Once the total energy of a crystal with fixed atoms and cell hardly changes with the size of the basis, one might expect the pressure to have settled too. For this TiAl cell the energy at the lowest wave cutoff is only about 50 meV above its value at the highest. The pressure in the same two rows differs by more than 9 GPa.

VASP 6.6.1, non-spin-polarised PBE calculations with the recommended PAW potentials (Ti_sv, Al) for a two-atom TiAl cell (P4/mmm) at fixed geometry. All rows use a 12×12×9 k mesh, first-order Methfessel–Paxton smearing of 0.2 eV and PREC=Accurate. Pressure and stress are positive in compression.

```csv
wave cutoff,pressure (GPa),stress xx (GPa),stress yy (GPa),stress zz (GPa)
220 eV,-10.240,-10.510,-10.510,-9.700
400 eV,-1.100,-1.270,-1.270,-0.760
460 eV,-0.900,-1.080,-1.080,-0.550
520 eV,-0.790,-0.960,-0.960,-0.450
650 eV,-0.790,-0.960,-0.960,-0.460
```

**At 220 eV** the program reports a pressure of −10.24 GPa. Negative values mean tension, so the cell seems to pull inward strongly. Relative to the 650 eV row, 92% of this pull is false. Only the cutoff differs between the rows, so the change belongs to the basis and not to the alloy.

The false pull comes from the way a stress is calculated. The program asks how the energy changes when the cell is stretched while the set of plane waves stays the same. Stretching lengthens every wave and so lowers the highest kinetic energy the set can describe. An incomplete basis becomes poorer still, the energy rises, and the cell appears to resist expansion. This is known as Pulay stress.

Its size follows from counting waves. Their number grows as $V E_c^{3/2}$, where $V$ is the cell volume and $E_c$ the cutoff, so at a fixed number of waves $E_c$ falls as $V^{-2/3}$. Differentiating the energy $E$ along this path adds a false term to the pressure:

$$P_{\text{false}}=\frac{2E_c}{3V}\,\frac{\partial E}{\partial E_c}.$$

A larger basis can only lower the energy, so the slope is negative and the false pressure is a tension.

The 220 eV basis has about a fifth as many plane waves as the 650 eV one. The calculation treats the compact 3s and 3p shells of titanium explicitly, along with its valence electrons, and compact orbitals need short waves. The cutoff also lies below the default that VASP would take from these potentials. A large error is therefore to be expected, though these arguments do not fix its size.

**Between 220 and 400 eV** the pressure error shrinks thirtyfold, from 9.45 to 0.31 GPa. That is about a factor of three for every 60 eV. The decay is so fast because the short-wave components of a smooth orbital die away quickly once its main features are resolved. Each further shell of waves then has much less left to repair.

The same relation tells how far the energy ought to have fallen over this stretch. Rearranged and summed over the cutoff, it reads

$$\Delta E=\frac{3V}{2}\int |P_{\text{false}}|\,\frac{dE_c}{E_c}.$$

Let a power law join the two pressure errors; its exponent is $\ln(9.45/0.31)/\ln(400/220)\approx5.7$. The integral is then $(9.45-0.31)/5.7\approx1.6$ GPa. With $V=2\times16.34$ Å³ and 1 eV/Å³ equal to about 160 GPa, the drop is $1.5\times32.7\times1.6/160\approx0.5$ eV.

The reported energy falls by only 47 meV, a tenth of this. The estimate is rough, since it assumes the shape of the decay and takes the 650 eV pressure as the true one at every cutoff. The likely main reason for the gap is a correction that VASP is known to make: it compensates the energy for the kinetic-energy error that the free atoms have at the chosen cutoff. For a given cutoff this is a constant per atom, which does not change when the cell is stretched. It can repair much of the energy but leaves the stress as it was, so a calm total energy can hide a poor pressure.

**From 400 to 460 eV** the error falls by nearly the same factor of three, to 0.11 GPa. Here the implied and reported energy drops are about 8 and 4 meV, so they differ by only about a factor of two. An error of 0.31 GPa at 400 eV may look harmless, but it is more than a quarter of the pressure printed in that row. Someone relaxing the cell there would still get a slightly too small volume.

The difference between the two directions settles sooner than either stress. Stress zz lies above stress xx by 0.81 GPa at 220 eV and by 0.50 to 0.53 GPa in all later rows. The cutoff admits waves up to the same length of wave vector in every direction, and the compact shells that need the short waves are nearly spherical. The false tension is therefore nearly equal along all axes and largely cancels in the difference.

**At 520 and 650 eV** the pressure is the same to the digits shown. Stress zz still moves by 0.01 GPa, against its earlier direction, but this is too little to matter here: the basis error is practically spent. What remains, −0.79 GPa, is tension in the cell as it was supplied, stronger in the plane than along the long axis. A higher cutoff will not remove it, but letting the cell relax would. The runs test the cutoff alone, with the same k mesh and smearing throughout, so this remainder should not be read as a property of TiAl. The program's output below lists the errors row by row and compares the implied with the reported energy drops.

Printed output of the fit:

```
Errors against the 650 eV row:
     row  pressure error GPa  xx error GPa  zz error GPa  zz minus xx GPa  energy error meV per cell
  220 eV               -9.45         -9.55         -9.24             0.81                       52.3
  400 eV               -0.31         -0.31          -0.3             0.51                       5.25
  460 eV               -0.11         -0.12         -0.09             0.53                       1.17
  520 eV                   0             0          0.01             0.51                       0.31
  650 eV                   0             0             0              0.5                          0
False part of the pressure at 220 eV, percent: 92.29
Pressure error at 220 eV over that at 400 eV, ratio: 30.48
Pressure error at 400 eV over that at 460 eV, ratio: 2.818
Mean reduction factor per 60 eV of cutoff between 220 and 400 eV: 3.124
Plane waves at 220 eV as share of those at 650 eV, percent, from cutoff to the power 3/2: 19.69
Energy drop implied by the false pressure, 220 to 400 eV, meV per cell: 489.2
Energy drop reported, 220 to 400 eV, meV per cell: 47.05
Implied over reported drop, 220 to 400 eV, ratio: 10.4
Energy drop implied by the false pressure, 400 to 460 eV, meV per cell: 8.254
Energy drop reported, 400 to 460 eV, meV per cell: 4.08
Implied over reported drop, 400 to 460 eV, ratio: 2.023
```
